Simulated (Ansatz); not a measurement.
## The perfect armchair BP nanoribbon (N = 9, H edges)

Wanted: the relaxed geometry and the bands of the armchair BP nanoribbon (N = 9, H edges).

Calculated with Ansatz 0.2.0; DFT PBE, plane waves, PAW; relaxation of a wire's period, in the first sound run; inputs show where later runs differ.

## 1. The starting structure

The cell holds 22 atoms: 9 B, 9 P and 4 H. Cell: a = 22.277 Å, b = 7.000 Å, c = 5.580 Å, α = 90.0°, β = 90.0°, γ = 90.0°. Vacuum lies along a and b. The structure's axis is c.

## 2. Relaxing the period

Band widths follow the bond lengths, so the wire is relaxed first. The atoms and the third cell vector are free; the box across stays fixed as vacuum. A Fermi-Dirac smearing is set since the result may be a metal. The pressure printed is a third of the stress's trace over the whole box, vacuum included; only the stress along the axis is relaxed.

File input.yaml:

```yaml
crystal:
  lattice:
    - [22.277, 0.0, 0.0]
    - [0.0, 7.0, 0.0]
    - [0.0, 0.0, 5.58]
  atoms:
    - { symbol: B, position: [0.210760653, 0.5, 0.0] }
    - { symbol: B, position: [0.355376826, 0.5, 0.0] }
    - { symbol: B, position: [0.499993, 0.5, 0.0] }
    - { symbol: B, position: [0.644609174, 0.5, 0.0] }
    - { symbol: B, position: [0.789225347, 0.5, 0.0] }
    - { symbol: P, position: [0.210760653, 0.5, 0.333333333] }
    - { symbol: P, position: [0.355376826, 0.5, 0.333333333] }
    - { symbol: P, position: [0.499993, 0.5, 0.333333333] }
    - { symbol: P, position: [0.644609174, 0.5, 0.333333333] }
    - { symbol: P, position: [0.789225347, 0.5, 0.333333333] }
    - { symbol: H, position: [0.157112717, 0.5, 0.456989247] }
    - { symbol: H, position: [0.842873283, 0.5, 0.456989247] }
    - { symbol: B, position: [0.283068739, 0.5, 0.5] }
    - { symbol: B, position: [0.427684913, 0.5, 0.5] }
    - { symbol: B, position: [0.572301087, 0.5, 0.5] }
    - { symbol: B, position: [0.716917261, 0.5, 0.5] }
    - { symbol: P, position: [0.283068739, 0.5, 0.833333333] }
    - { symbol: P, position: [0.427684913, 0.5, 0.833333333] }
    - { symbol: P, position: [0.572301087, 0.5, 0.833333333] }
    - { symbol: P, position: [0.716917261, 0.5, 0.833333333] }
    - { symbol: H, position: [0.16605404, 0.5, 0.896953405] }
    - { symbol: H, position: [0.83393196, 0.5, 0.896953405] }
kpoints:
  mp_grid: { grid: [1, 1, 15] }
scf:
  occupations: { method: fermi_dirac, width: 0.05 }
hamiltonian:
  xc: pbe
relax:
  cell: { fix: [a, b, alpha, beta, gamma] }
  max_steps: 45
  f_tol: 0.03
```

Started as:

```
> ansatz run input.yaml --threads 4 --pin off --max-ram 16384MiB --backend cpu --events-out ev --progress --plain --runs-dir out
```

Numbers of over 12 decimals in the logs are rounded to 6 here.

What it wrote:

```text
Engine: ansatz 0.2.0, aarch64-unknown-linux-gnu
Pseudopotentials: kind: paw
Pseudopotential: B, paw, valence charge 3, recommended cutoff 420 eV (normal), B.paw.azcp
Pseudopotential: P, paw, valence charge 5, recommended cutoff 420 eV (normal), P.paw.azcp
Pseudopotential: H, paw, valence charge 1, recommended cutoff 420 eV (normal), H.paw.azcp
Functional definition: PBE
  parameter kappa = 0.804
  parameter beta = 0.066725
  exchange = pbe_x(kappa = kappa, mu = beta*pi^2/3)
  correlation = pbe_c(beta = beta)
Crystal: 22 atoms, lattice volume = 870.140 Å³
Basis set: ecut = 420 eV, 16971 PW (Γ), exchange–correlation on 300×96×80 points (8 copies of the dense FFT grid, shifted against one another)
Bands: 60, of which v1, the nominal top of the filled ones, is band 38 counted from 1 (37 counted from 0)
Symmetry: 4 space group operations
Space group: Pmm2 (ITA 25), of the structure as read, at distance tolerance 9.5e-5 Å
k-points: 8 of 15 (time reversal used)
Non-local potential: B, projectors of the file, l = 0: 2, l = 1: 2, l = 2: 1
Non-local potential: P, projectors of the file, l = 0: 2, l = 1: 2, l = 2: 2
Non-local potential: H, projectors of the file, l = 0: 2, l = 1: 1
PAW form: soft (Blöchl's): semilocal exchange-correlation on the pseudo side does not see the compensation charge
PAW one-centre angular grid: B, 110 points (default); XC on 64 Gauss nodes
PAW one-centre angular grid: P, 110 points (default); XC on 64 Gauss nodes
PAW one-centre angular grid: H, 110 points (default); XC on 64 Gauss nodes
Initial density: superposition of atomic densities (neutral atoms: chi_scale 0, normalization atom), corrected by the library's trained network
Initial wavefunctions: pseudopotential atomic-orbital guess
Functional: x = pbe(κ = 0.804, μ = 0.219515), c = pbe(β = 0.066725)
SCF iter   1: F=—  HF=-8267.511681 eV  |F-HF|=—  |Δ(HF+E_count)|=         —  Δρ=1.62e-3  dr2=5.55e-2  ethr=1.77e-3  ⟨swp⟩=11.0  Hψ=3181  notcnv=0  defer=50
preconditioner: auto → Resta (q_TF=auto, 1.817 Å⁻¹)  ε∞=2.3  [insulator: Δε(μ)=1.070 eV  Ē_g=9.740 eV  σ=0.050 eV  W_gap=1.00  n_scr=90 (ndim 8)  ℏωp=11.0 eV  f_vac=0.533  D(μ)=0.00/eV (n_scr^D=0)  ε∞_Penn≈2.3  vacuum switching on, ρ_ref=6.9e-3 e/Å³]
SCF iter   2: F=—  HF=-8267.525233 eV  |F-HF|=—  |Δ(HF+E_count)|=   1.36e-2  Δρ=7.46e-4  dr2=1.50e-2  ethr=7.30e-5  ⟨swp⟩=3.0  Hψ=818  notcnv=0  defer=99
SCF iter   3: F=—  HF=-8267.529084 eV  |F-HF|=—  |Δ(HF+E_count)|=   3.85e-3  Δρ=4.44e-4  dr2=9.91e-3  ethr=1.97e-5  ⟨swp⟩=2.4  Hψ=596  notcnv=0  defer=99
SCF iter   4: F=—  HF=-8267.529869 eV  |F-HF|=—  |Δ(HF+E_count)|=   7.85e-4  Δρ=1.63e-4  dr2=1.08e-3  ethr=1.30e-5  ⟨swp⟩=3.0  Hψ=571  notcnv=0  defer=99
SCF iter   5: F=—  HF=-8267.530073 eV  |F-HF|=—  |Δ(HF+E_count)|=   2.04e-4  Δρ=7.06e-5  dr2=7.16e-5  ethr=1.42e-6  ⟨swp⟩=3.0  Hψ=654  notcnv=0  defer=99
SCF iter   6: F=—  HF=-8267.529987 eV  |F-HF|=—  |Δ(HF+E_count)|=   8.55e-5  Δρ=2.93e-5  dr2=1.11e-5  ethr=9.42e-8  ⟨swp⟩=2.9  Hψ=819  notcnv=0  defer=100
SCF iter   7: F=—  HF=-8267.530036 eV  |F-HF|=—  |Δ(HF+E_count)|=   4.86e-5  Δρ=7.65e-6  dr2=7.77e-7  ethr=1.46e-8  ⟨swp⟩=2.1  Hψ=650  notcnv=0  defer=100
SCF iter   8: F=-8267.530038 eV  HF=-8267.530038 eV  |F-HF|=1.69e-7  |Δ(HF+E_count)|=   2.00e-6  Δρ=2.83e-6  dr2=6.82e-8  ethr=1.32e-10  ⟨swp⟩=4.0  Hψ=2000  notcnv=0
SCF 1 converged in 8 iterations: F = -8267.530038 eV  dr2 = 6.82e-8
  greatest PAW one-centre occupation: 0.775 electrons in one spin orbital (limit 2), on the P atom at site 18 (counted from 0), in its partial waves of l = 0
relax step   1: F+E_penalty+E_count = -8267.53003807 eV  Δ(F+E_penalty+E_count) = +0.000e0 eV  max|allowed force component| = 1.362e0 eV/Å  Δτ_max = 0.0000 Å  P = -0.059 GPa  Ω = 870.140 Å³  fix = [a, b, alpha, beta, gamma]  reactions: a -0.104, b +0.345 GPa  (8 SCF iters, dr2 threshold 1.00e-7 eV, accepted)
Crystal: 22 atoms, lattice volume = 871.447 Å³
Basis set: ecut = 420 eV, 16987 PW (Γ), exchange–correlation on 300×96×80 points (8 copies of the dense FFT grid, shifted against one another)
Initial density: handed on by an earlier stage of this run
Initial wavefunctions: those handed on with the density
iter 1 solved again at ethr=8.44e-5 eV; its pass at ethr=3.10e-3 eV (dr2=6.41e-2 eV) is discarded
SCF iter   1: F=—  HF=-8267.704872 eV  |F-HF|=—  |Δ(HF+E_count)|=         —  Δρ=3.73e-3  dr2=6.46e-2  ethr=8.44e-5  ⟨swp⟩=6.0  Hψ=2582  notcnv=0
preconditioner: auto → Resta (q_TF=auto, 1.817 Å⁻¹)  ε∞=2.3  [insulator: Δε(μ)=1.059 eV  Ē_g=9.754 eV  σ=0.050 eV  W_gap=1.00  n_scr=86 (ndim 8)  ℏωp=11.0 eV  f_vac=0.532  D(μ)=0.00/eV (n_scr^D=0)  ε∞_Penn≈2.3  vacuum switching on, ρ_ref=6.9e-3 e/Å³]
SCF iter   2: F=—  HF=-8267.694347 eV  |F-HF|=—  |Δ(HF+E_count)|=   1.05e-2  Δρ=1.78e-3  dr2=1.40e-2  ethr=8.44e-5  ⟨swp⟩=2.0  Hψ=611  notcnv=0
SCF iter   3: F=—  HF=-8267.692900 eV  |F-HF|=—  |Δ(HF+E_count)|=   1.45e-3  Δρ=3.12e-4  dr2=1.82e-3  ethr=1.85e-5  ⟨swp⟩=2.8  Hψ=786  notcnv=0
SCF iter   4: F=—  HF=-8267.692424 eV  |F-HF|=—  |Δ(HF+E_count)|=   4.76e-4  Δρ=8.16e-5  dr2=5.23e-5  ethr=2.39e-6  ⟨swp⟩=2.5  Hψ=758  notcnv=0
SCF iter   5: F=—  HF=-8267.692434 eV  |F-HF|=—  |Δ(HF+E_count)|=   1.01e-5  Δρ=2.40e-5  dr2=1.14e-5  ethr=6.89e-8  ⟨swp⟩=2.2  Hψ=718  notcnv=0
SCF iter   6: F=—  HF=-8267.692434 eV  |F-HF|=—  |Δ(HF+E_count)|=   4.81e-7  Δρ=8.34e-6  dr2=2.29e-6  ethr=1.50e-8  ⟨swp⟩=2.0  Hψ=692  notcnv=0
SCF iter   7: F=-8267.692433 eV  HF=-8267.692434 eV  |F-HF|=4.01e-7  |Δ(HF+E_count)|=   1.59e-7  Δρ=3.78e-6  dr2=5.47e-7  ethr=2.89e-9  ⟨swp⟩=5.0  Hψ=1482  notcnv=0
SCF 2 converged in 7 iterations: F = -8267.692433 eV  dr2 = 5.47e-7
  greatest PAW one-centre occupation: 0.775 electrons in one spin orbital (limit 2), on the P atom at site 8 (counted from 0), in its partial waves of l = 0
relax step   2: F+E_penalty+E_count = -8267.69243310 eV  Δ(F+E_penalty+E_count) = -1.624e-1 eV  max|allowed force component| = 5.463e-1 eV/Å  Δτ_max = 0.0790 Å  P = -0.013 GPa  Ω = 871.447 Å³  energy of the carried Pulay correction = -3.204e-4 eV  fix = [a, b, alpha, beta, gamma]  reactions: a -0.017, b +0.341 GPa  (7 SCF iters, dr2 threshold 2.20e-6 eV, accepted)
Crystal: 22 atoms, lattice volume = 870.069 Å³
Basis set: ecut = 420 eV, 16963 PW (Γ), exchange–correlation on 300×96×80 points (8 copies of the dense FFT grid, shifted against one another)
iter 1 solved again at ethr=1.74e-5 eV; its pass at ethr=3.10e-3 eV (dr2=1.32e-2 eV) is discarded
SCF iter   1: F=—  HF=-8267.719804 eV  |F-HF|=—  |Δ(HF+E_count)|=         —  Δρ=1.48e-3  dr2=1.53e-2  ethr=1.74e-5  ⟨swp⟩=4.5  Hψ=2031  notcnv=0
[...]
SCF iter   4: F=—  HF=-8267.715743 eV  |F-HF|=—  |Δ(HF+E_count)|=   1.32e-5  Δρ=3.70e-5  dr2=2.08e-5  ethr=2.37e-7  ⟨swp⟩=2.5  Hψ=746  notcnv=0
SCF iter   5: F=—  HF=-8267.715742 eV  |F-HF|=—  |Δ(HF+E_count)|=   1.78e-7  Δρ=1.40e-5  dr2=9.96e-6  ethr=2.73e-8  ⟨swp⟩=2.2  Hψ=703  notcnv=0
SCF iter   6: F=-8267.715741 eV  HF=-8267.715741 eV  |F-HF|=1.14e-7  |Δ(HF+E_count)|=   1.05e-6  Δρ=6.35e-6  dr2=5.18e-7  ethr=2.89e-9  ⟨swp⟩=4.1  Hψ=1795  notcnv=0
SCF 3 converged in 6 iterations: F = -8267.715741 eV  dr2 = 5.18e-7
  greatest PAW one-centre occupation: 0.776 electrons in one spin orbital (limit 2), on the P atom at site 8 (counted from 0), in its partial waves of l = 0
relax step   3: F+E_penalty+E_count = -8267.71574132 eV  Δ(F+E_penalty+E_count) = -2.331e-2 eV  max|allowed force component| = 3.894e-2 eV/Å  Δτ_max = 0.0245 Å  P = +0.110 GPa  Ω = 870.069 Å³  energy of the carried Pulay correction = +1.737e-5 eV  fix = [a, b, alpha, beta, gamma]  reactions: a -0.012, b +0.339 GPa  (6 SCF iters, dr2 threshold 2.20e-6 eV, accepted)
[...]
relax step   4: F+E_penalty+E_count = -8267.71589049 eV  Δ(F+E_penalty+E_count) = -1.492e-4 eV  max|allowed force component| = 3.592e-3 eV/Å  Δτ_max = 0.0024 Å  P = +0.114 GPa  Ω = 870.163 Å³  energy of the carried Pulay correction = -5.852e-6 eV  fix = [a, b, alpha, beta, gamma]  reactions: a +0.003, b +0.339 GPa  (6 SCF iters, dr2 threshold 9.47e-8 eV, accepted)
Initial wavefunctions: pseudopotential atomic-orbital guess (no wavefunctions were taken with the density)
iter 1 solved again at ethr=6.25e-7 eV; its pass at ethr=3.10e-3 eV (dr2=4.75e-4 eV) is discarded
SCF iter   1: F=—  HF=-8267.716002 eV  |F-HF|=—  |Δ(HF+E_count)|=         —  Δρ=1.76e-6  dr2=2.66e-8  ethr=6.25e-7  ⟨swp⟩=9.0  Hψ=5012  notcnv=0  defer=9
eigensolver tolerance schedule: the retry pair's looser diagonalisation over-reported the residual by 17851.07 of it (diagonalisation noise at an unbounded share of the residual, at the tolerance the schedule requests for it); recorded, not acted on — ethr = c·dr2/N_el stays at c = 1.0e-1
SCF iter   2: F=—  HF=-8267.715890 eV  |F-HF|=—  |Δ(HF+E_count)|=   1.11e-4  Δρ=1.03e-6  dr2=1.26e-8  ethr=3.50e-11  ⟨swp⟩=4.5  Hψ=1414  notcnv=0  defer=7
SCF iter   3: F=—  HF=-8267.715890 eV  |F-HF|=—  |Δ(HF+E_count)|=   1.29e-9  Δρ=6.48e-7  dr2=3.06e-9  ethr=1.65e-11  ⟨swp⟩=2.2  Hψ=533  notcnv=0  defer=7
SCF iter   4: F=—  HF=-8267.715890 eV  |F-HF|=—  |Δ(HF+E_count)|=   1.01e-9  Δρ=2.50e-7  dr2=2.58e-9  ethr=4.03e-12  ⟨swp⟩=2.8  Hψ=765  notcnv=0  defer=7
SCF iter   5: F=—  HF=-8267.715890 eV  |F-HF|=—  |Δ(HF+E_count)|=  9.46e-11  Δρ=8.69e-8  dr2=3.16e-10  ethr=3.39e-12  ⟨swp⟩=2.0  Hψ=519  notcnv=0  defer=7
SCF iter   6: F=-8267.715890 eV  HF=-8267.715890 eV  |F-HF|=2.18e-11  |Δ(HF+E_count)|=  2.91e-11  Δρ=5.40e-8  dr2=2.68e-11  ethr=1.00e-12  ⟨swp⟩=5.0  Hψ=1515  notcnv=0
SCF 5 converged in 6 iterations: F = -8267.715890 eV  dr2 = 2.68e-11
relax step   5: F+E_penalty+E_count = -8267.71589050 eV  Δ(F+E_penalty+E_count) = -3.556e-9 eV  max|allowed force component| = 3.632e-3 eV/Å  Δτ_max = 0.0000 Å  P = +0.114 GPa  Ω = 870.163 Å³  fix = [a, b, alpha, beta, gamma]  reactions: a +0.003, b +0.335 GPa  stress off target by 2.23e-3 GPa on what of the cell is left free  SCF on the basis re-selected at this cell (its energy is not comparable with the rows above)  (6 SCF iters)
basis re-selected at this cell: Δ(F+E_penalty+E_count) = -3.556e-9 eV, ΔP = -0.001 GPa vs the last step (what re-selecting the basis moved, of the pressure what is left beyond the Pulay correction that the steps carried, after the strain that the cell walked since its last selection, with what the two solves' SCF thresholds leave and, on support functions, any second-order correction that the steps lacked; it is no m [...]
SCF converged after 6 iterations
Free energy (F): -8267.715890 eV
Harris-Foulkes:  -8267.715890 eV  (|F-HF|=2.18e-11)
Internal energy: -8267.715886 eV  (E = F + TS)
E sigma→0 (E₀):  -8267.715888 eV
Entropy (-TS):   -0.000005 eV (-0.000 meV/atom)
Fermi energy:    -0.953646 eV
--- Per-component energies (eV) ---
  E_band       = -560.355863
  E_kinetic    = 1118.869547
  E_local      = -9234.062953  (includes V_loc(G=0)·N_el)
  E_nonlocal   = 420.519838
  E_hartree    = 4077.726370
  E_xc         = -871.572266
  E_vxc        = -925.466689  (∫ρ·V_xc dr)
  E_paw        = -5835.065419  (= ΣΔE_a)
  E_vpaw       = -95.663327  (= ΣTr[D̂ρ^β])
  E_aug_tail   = -0.005039  (compensation charges beyond the density's cutoff)
  E_ewald      = 2055.874037
  E_smearing   = -0.000005  (= −TS)
  E_closure    = -0.000000  (closes the sum)
  Σ components = -8267.715890   (vs F -8267.715890, Δ=0.00e0)
--- Forces (eV/Å), atoms counted from 1 ---
  atom   1  B      0.00363205     0.00000000    -0.00121276
  atom   2  B     -0.00298563    -0.00000000     0.00015018
  atom   3  B     -0.00000000     0.00000000    -0.00272778
  atom   4  B      0.00298563    -0.00000000     0.00015018
  atom   5  B     -0.00363205     0.00000000    -0.00121276
  atom   6  P     -0.00327774    -0.00000000     0.00253176
  atom   7  P      0.00058934    -0.00000000     0.00061300
  atom   8  P     -0.00000000     0.00000000    -0.00179193
  atom   9  P     -0.00058934    -0.00000000     0.00061300
  atom  10  P      0.00327774    -0.00000000     0.00253176
  atom  11  H      0.00146002     0.00000000    -0.00033720
  atom  12  H     -0.00146002     0.00000000    -0.00033720
  atom  13  B      0.00008927     0.00000000    -0.00123838
  atom  14  B      0.00033270     0.00000000    -0.00101848
  atom  15  B     -0.00033270     0.00000000    -0.00101848
  atom  16  B     -0.00008927     0.00000000    -0.00123838
  atom  17  P      0.00085936    -0.00000000     0.00126284
  atom  18  P      0.00036362    -0.00000000     0.00124417
  atom  19  P     -0.00036362    -0.00000000     0.00124417
  atom  20  P     -0.00085936    -0.00000000     0.00126284
  atom  21  H     -0.00262136    -0.00000000     0.00026282
  atom  22  H      0.00262136    -0.00000000     0.00026282
  max |Σ_I F_I| component: 3.81e-6 eV/Å
--- Stress (GPa, compression-positive) ---
        0.003307      -0.000000       0.000000
       -0.000000       0.335451      -0.000000
        0.000000      -0.000000       0.002234
  P = ⅓ Tr σ = 0.1137 GPa (1.137 kbar)
--- Relaxed structure (4 steps of the walk, 4 accepted, 1 SCFs on fresh bases) ---
  F+E_penalty+E_count = -8267.71589050 eV   max|allowed force component| = 3.632e-3 eV/Å   (the final SCF, on the basis selected at the relaxed cell)
  cell:  # Å, volume = 870.1635 Å³
    - [22.277, 0, 0]
    - [0, 7.0, 0]
    - [0, 0, 5.580153]
  atoms:
    - { symbol: B, position: [0.211267, 0.5, -0.00046383] }
    - { symbol: B, position: [0.355660, 0.5, 0.0014349] }
    - { symbol: B, position: [0.499993, 0.5, 0.00181235] }
    - { symbol: B, position: [0.644326, 0.5, 0.0014349] }
    - { symbol: B, position: [0.788719, 0.5, -0.00046383] }
    - { symbol: P, position: [0.214519, 0.5, 0.324307] }
    - { symbol: P, position: [0.355900, 0.5, 0.334573] }
    - { symbol: P, position: [0.499993, 0.5, 0.335341] }
    - { symbol: P, position: [0.644086, 0.5, 0.334573] }
    - { symbol: P, position: [0.785467, 0.5, 0.324307] }
    - { symbol: H, position: [0.159967, 0.5, 0.452397] }
    - { symbol: H, position: [0.840019, 0.5, 0.452397] }
    - { symbol: B, position: [0.284055, 0.5, 0.502510] }
    - { symbol: B, position: [0.428018, 0.5, 0.502330] }
    - { symbol: B, position: [0.571968, 0.5, 0.502330] }
    - { symbol: B, position: [0.715931, 0.5, 0.502510] }
    - { symbol: P, position: [0.283462, 0.5, 0.836319] }
    - { symbol: P, position: [0.427964, 0.5, 0.834981] }
    - { symbol: P, position: [0.572022, 0.5, 0.834981] }
    - { symbol: P, position: [0.716524, 0.5, 0.836319] }
    - { symbol: H, position: [0.164168, 0.5, 0.896979] }
    - { symbol: H, position: [0.835818, 0.5, 0.896979] }
```

Run time: 55 s. Hardware: 4 threads of Arm Neoverse V1, shared host; peak memory 1.4 GiB; 3.5 min of CPU time.

Step by step:

| step | energy less that of the first step (eV) | largest force component (eV/Å) | pressure (GPa) | volume (Å³) |
| --- | --- | --- | --- | --- |
| 1 | 0.0000 | 1.3625 | -0.06 | 870.14 |
| 2 | -0.1624 | 0.5463 | -0.01 | 871.45 |
| 3 | -0.1857 | 0.0389 | 0.11 | 870.07 |
| 4 | -0.1859 | 0.0036 | 0.11 | 870.16 |
| 5* | -0.1859 | 0.0036 | 0.11 | 870.16 |

Relaxation steps marked * repeat the geometry before them on a plane-wave basis chosen anew for their cell, so energy and pressure can jump there.

The run keeps the 4 symmetry operations that it works with, so distortions that break them were not tested.

| cell as run | before | after | change |
| --- | --- | --- | --- |
| c (Å) | 5.580 | 5.580 | +0.0 % |

The atoms that moved most (Å, along periodic axes as changes of fractional coordinates times the final cell, across vacuum about the mean position):

| atom | dx | dy | dz | length |
| --- | --- | --- | --- | --- |
| P6 | 0.084 | 0.000 | -0.050 | 0.098 |
| P10 | -0.084 | 0.000 | -0.050 | 0.098 |
| H12 | -0.064 | 0.000 | -0.026 | 0.069 |
| H11 | 0.064 | 0.000 | -0.026 | 0.069 |
| H21 | -0.042 | 0.000 | 0.000 | 0.042 |
| H22 | 0.042 | 0.000 | 0.000 | 0.042 |
| B13 | 0.022 | 0.000 | 0.014 | 0.026 |
| B16 | -0.022 | 0.000 | 0.014 | 0.026 |

This step gave:

| Property | Result |
| --- | --- |
| cell length along the wire | 5.580 Å |

The cell's length comes to 5.580 Å with spin left out.

[end of part 1 of 3]

[Logs are printed without paths, hosts, clocks, repeated set-up lines and the standing remarks that a program may print on its own settings, such as how far it seeks lower states.]

[Hosts, paths, dates, database ids (printed as entryN), source tags and the programs' standing remarks are cut or masked in the printed files.]
